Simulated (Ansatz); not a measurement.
**TaN (P-62m): a single-point run**

The task is a single-point run on TaN (P-62m). The structure is shown as the input types it.

Computed with Ansatz 0.2.0 (DFT PBE, scalar-relativistic, plane waves, PAW, unless a step's input says otherwise).

6 further runs of the same task are left out: 4 for a known fault of the program, 2 set aside as unsound or not needed. Runs told in other sessions of the task aren't counted.

## (1) The system as given

Symmetry: P-62m, No. 189, hexagonal system. The conventional cell has a = 5.202 Å, b = 5.202 Å, c = 2.905 Å, α = 90.00°, β = 90.00°, γ = 120.00°. Ta (site symmetry -6) is surrounded by 6 N at 2.16 Å. Around Ta (site symmetry -62m) lie 3 N at 2.04 Å. Around N (site symmetry m2m) lie 5 Ta at 2.04 to 2.16 Å.

Coordinates:

```cif
data_structure
_symmetry_space_group_name_H-M 'P 1'
_symmetry_Int_Tables_number 1
_cell_length_a 5.2016
_cell_length_b 5.2016
_cell_length_c 2.9048
_cell_angle_alpha 90.000
_cell_angle_beta 90.000
_cell_angle_gamma 120.000
_cell_volume 68.06
loop_
_atom_site_label
_atom_site_type_symbol
_atom_site_fract_x
_atom_site_fract_y
_atom_site_fract_z
_atom_site_occupancy
Ta1 Ta 0.33333 0.66667 0.50000 1
Ta2 Ta 0.66667 0.33333 0.50000 1
Ta3 Ta 0.00000 0.00000 0.00000 1
N1 N 0.39303 0.00000 0.00000 1
N2 N 0.60697 0.60697 0.00000 1
N3 N 0.00000 0.39303 0.00000 1
```

## (2) The run

input.yaml

```yaml
crystal:
  lattice:
    - [5.201560119739, -2.889852124614e-11, 0.0]
    - [-2.600780059844, 4.50468320302, 0.0]
    - [0.0, 0.0, 2.904779767446]
  atoms:
    - { symbol: Ta, position: [0.3333333333333, 0.6666666666667, 0.5], spin: 2.0 }
    - { symbol: Ta, position: [0.6666666666667, 0.3333333333333, 0.5], spin: 2.0 }
    - { symbol: Ta, position: [3.036729593105e-20, 1.204704383903e-20, 0.0], spin: -2.0 }
    - { symbol: "N", position: [0.3930320160705, 4.58680777728e-21, 0.0] }
    - { symbol: "N", position: [0.6069679839295, 0.6069679839295, 0.0] }
    - { symbol: "N", position: [-5.551115123126e-17, 0.3930320160705, 0.0] }
basis:
  ecutwfc: 420
  ecutrho_ratio: 4
kpoints:
  mp_grid: { grid: [6, 6, 8] }
hamiltonian:
  xc: pbe
scf:
  occupations: { method: gaussian, width: 0.05 }
  conv_thr: 60
  max_iter: 100
output:
  forces: true
  stress: true
magnetization:
  spin_polarized: true
```

The run is started by

```bash
$ ansatz run input.yaml --threads 4 --pin off --max-ram 8192MiB --backend cpu --events-out ev --progress --plain --runs-dir out
```

**Question.** How will this run end, and is anything wrong with its input?

Nothing was computed: the input was turned down at the start. It says: «line 22 column 3: unknown field `conv_thr`, expected one of max_iter, algorithm, n_extra_bands, self_checks, convergence, ...»

In the input, scf.conv_thr is 60. A setting was typed under another program's name, or in the wrong section.

The cure: delete scf.conv_thr.
